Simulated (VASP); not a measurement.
# WC (P-6m2) in VASP: further runs, part 2 of 2

VASP 6.6.1. The steps go on from the part before.

## Step 6: Single point, PBE

Input file INCAR:

```
SYSTEM = WC
ALGO     = Fast           ! electronic algorithm
EDIFF    = 1E-7           ! SCF threshold, eV
ENCUT    = 520            ! plane-wave cutoff, eV
GGA      = PE             ! functional
ISIF     = 2              ! what is computed and relaxed
ISMEAR   = 0              ! smearing method
LASPH    = .True.         ! aspherical terms in the spheres
LCHARG   = .False.        ! write CHGCAR
LREAL    = .False.        ! projectors in reciprocal space
LWAVE    = .False.        ! write WAVECAR
NELM     = 100            ! most SCF steps
PREC     = Accurate       ! precision mode
SIGMA    = 0.1            ! smearing width, eV
```

Input file KPOINTS:

```
k-points
0
Gamma
  15 15 12
  0 0 0
```

Input file POSCAR:

```
WC
1.0
    2.9065000000      0.0000000000      0.0000000000
   -1.4532500000      2.5171028400      0.0000000000
    0.0000000000      0.0000000000      2.8366000000
W C
1 1
Direct
    0.0000000000      0.0000000000      0.0000000000
    0.6666666700      0.3333333300      0.5000000000
```

Potentials or basis: VASP PAW PBE potentials, release 64 (W_sv, C).

On the command line:

```
$ cat potpaw_PBE.64/W_sv/POTCAR potpaw_PBE.64/C/POTCAR > POTCAR
$ mpirun -np 1 vasp_std > vasp.out
```

OUTCAR:

```text
SYSTEM = WC
   EDIFF = 1E-7
   ENCUT = 520
   GGA = PE
   ISIF = 2
   ISMEAR = 0
   LASPH = .True.
   LREAL = .False.
   NELM = 100
   PREC = Accurate

 ion  position               nearest neighbor table
   1  0.000  0.000  0.000-   2 2.20   2 2.20   2 2.20   2 2.20   2 2.20   2 2.20
   2  0.667  0.333  0.500-   1 2.20   1 2.20   1 2.20   1 2.20   1 2.20   1 2.20

  LATTYP: Found a hexagonal cell.
 ALAT       =     2.9065000000
 C/A-ratio  =     0.9759504559

  Lattice vectors:
[... 574 lines left out ...]

------------------------ aborting loop because EDIFF is reached ----------------------------------------

  FORCE on cell =-STRESS in cart. coord.  units (eV):
  Direction    XX          YY          ZZ          XY          YZ          ZX
  --------------------------------------------------------------------------------------
  -------------------------------------------------------------------------------------
  Total        0.8749136      0.8749136      0.8348508     -0.0000000     -0.0000000      0.0000000
  in kB       67.5470461     67.5470464     64.4540305     -0.0000000     -0.0000000      0.0000000
  external PRESSURE =      66.5160410 kB  Pullay stress =       0.0000000 kB

 VOLUME and BASIS-vectors are now :
 -----------------------------------------------------------------------------
  energy-cutoff  :      520.00
  volume of cell :       20.75
      direct lattice vectors                 reciprocal lattice vectors
     2.906500000  0.000000000  0.000000000     0.344056425  0.198641069  0.000000000
    -1.453250000  2.517102840  0.000000000     0.000000000  0.397282139  0.000000000
     0.000000000  0.000000000  2.836600000     0.000000000  0.000000000  0.352534725

 POSITION                                       TOTAL-FORCE (eV/Angst)
 -----------------------------------------------------------------------------------
      0.00000      0.00000      0.00000         0.000000     -0.000000      0.000000
      1.45325      0.83903      1.41830        -0.000000      0.000000      0.000000
 -----------------------------------------------------------------------------------
    total drift:                               -0.000003      0.000002     -0.000000

  FREE ENERGIE OF THE ION-ELECTRON SYSTEM (eV)
  ---------------------------------------------------
  free  energy   TOTEN  =       -22.4429260192 eV

  energy  without entropy=      -22.4413065799  energy(sigma->0) =      -22.44211630
```

OSZICAR:

```text
N       E                     dE             d eps       ncg     rms          rms(c)
DAV:   1     0.109957371738E+03    0.10996E+03   -0.98440E+03  4914   0.154E+03
DAV:   2    -0.215000597655E+02   -0.13146E+03   -0.12767E+03  5669   0.379E+02
DAV:   3    -0.254771704770E+02   -0.39771E+01   -0.39491E+01  5949   0.610E+01
DAV:   4    -0.255157873086E+02   -0.38617E-01   -0.38597E-01  5469   0.633E+00
DAV:   5    -0.255161099508E+02   -0.32264E-03   -0.32256E-03  5729   0.592E-01    0.324E+01
RMM:   6    -0.224623395945E+02    0.30538E+01   -0.72774E+00  6070   0.205E+01    0.930E+00
RMM:   7    -0.224606997615E+02    0.16398E-02   -0.68732E-01  6339   0.646E+00    0.552E+00
RMM:   8    -0.224434220278E+02    0.17278E-01   -0.10004E-01  6320   0.244E+00    0.670E-01
RMM:   9    -0.224433332281E+02    0.88800E-04   -0.32943E-02  6537   0.121E+00    0.204E-01
RMM:  10    -0.224429224860E+02    0.41074E-03   -0.41616E-03  6298   0.614E-01    0.127E-01
RMM:  11    -0.224429127370E+02    0.97491E-05   -0.87799E-04  6747   0.240E-01    0.224E-02
RMM:  12    -0.224429246883E+02   -0.11951E-04   -0.13956E-04  6662   0.115E-01    0.243E-02
RMM:  13    -0.224429256171E+02   -0.92878E-06   -0.30241E-05  6614   0.502E-02    0.239E-03
RMM:  14    -0.224429258404E+02   -0.22333E-06   -0.43836E-06  6767   0.232E-02    0.236E-03
RMM:  15    -0.224429260222E+02   -0.18180E-06   -0.70812E-07  5660   0.972E-03    0.529E-04
RMM:  16    -0.224429260192E+02    0.30677E-08   -0.19133E-07  4320   0.484E-03
   1 F= -.22442926E+02 E0= -.22442116E+02  d E =-.161944E-02
```

stdout:

```text
POSCAR found type information on POSCAR W C
 POSCAR found :  2 types and       2 ions
 scaLAPACK will be used
 LDA part: xc-table for (Slater+PW92), standard interpolation
 POSCAR, INCAR and KPOINTS ok, starting setup
 FFT: planning ... GRIDC
 FFT: planning ... GRID_SOFT
 FFT: planning ... GRID
 WAVECAR not read
 entering main loop
WARNING in EDDRMM: call to ZHEGV failed, returncode =   6  3     11
WARNING in EDDRMM: call to ZHEGV failed, returncode =   8  4     13
WARNING in EDDRMM: call to ZHEGV failed, returncode =   6  3     13
WARNING in EDDRMM: call to ZHEGV failed, returncode =   8  4     11
WARNING in EDDRMM: call to ZHEGV failed, returncode =   8  4     12
```

Run time: 38 s. Hardware: 1 thread of Intel Xeon Platinum 8488C (Sapphire Rapids), shared host; peak memory 0.18 GiB.

What came out:

| Item | Value |
| --- | --- |
| Free energy | -22.4429 eV |
| Pressure | 6.7 GPa |
| Band gap on the k mesh | none (metal or under the smearing width) |

## Step 7: The runs side by side

```tsv
k mesh	mesh quality	gap on the mesh (eV)	pressure (GPa)
6 × 6 × 4	coarse	none	7.1
6 × 6 × 6	coarse	none	6.8
9 × 9 × 8	not flagged	none	6.8
12 × 12 × 10	not flagged	none	6.8
15 × 15 × 12	not flagged	none	6.7
```

Alike in all rows: task single point; level PBE; potentials or basis VASP PAW PBE potentials, release 64 (W_sv, C); no spin polarisation; cell as given; cutoff (eV) 520; smearing gaussian 0.1 eV.

Caveats: some runs use coarse meshes.

Absolute energies hang on the potentials; compare differences alone.
